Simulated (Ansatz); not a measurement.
The system is GaAs.

```
As Ga
1.0
     0.00000    2.82685    2.82685
     2.82685    0.00000    2.82685
     2.82685    2.82685    0.00000
As Ga
1 1
Direct
  0.75000 0.75000 0.75000
  0.00000 0.00000 0.00000
```

Base run:

- Program: Ansatz 0.2.0
- Functional: PBE
- Potentials or basis: all-electron LAPW, scalar-relativistic
- Cutoff: 316 eV (chosen from the basis error)
- Basis error allowed: 0.001 eV/atom
- k mesh: 8 × 8 × 8
- Occupations: gaussian, width 0.015 eV
- Spin: no spin polarisation

Its results: band gap on the k mesh 0.52 eV, direct; pressure 3.3 GPa.

Question: The run is repeated on the same cell with these changes: functional from PBE to revPBE; occupations from gaussian, width 0.015 eV to fermi-dirac, width 0.05 eV. What comes out?

Answer: Band gap on the k mesh 0.62 eV, direct; pressure 4.7 GPa.
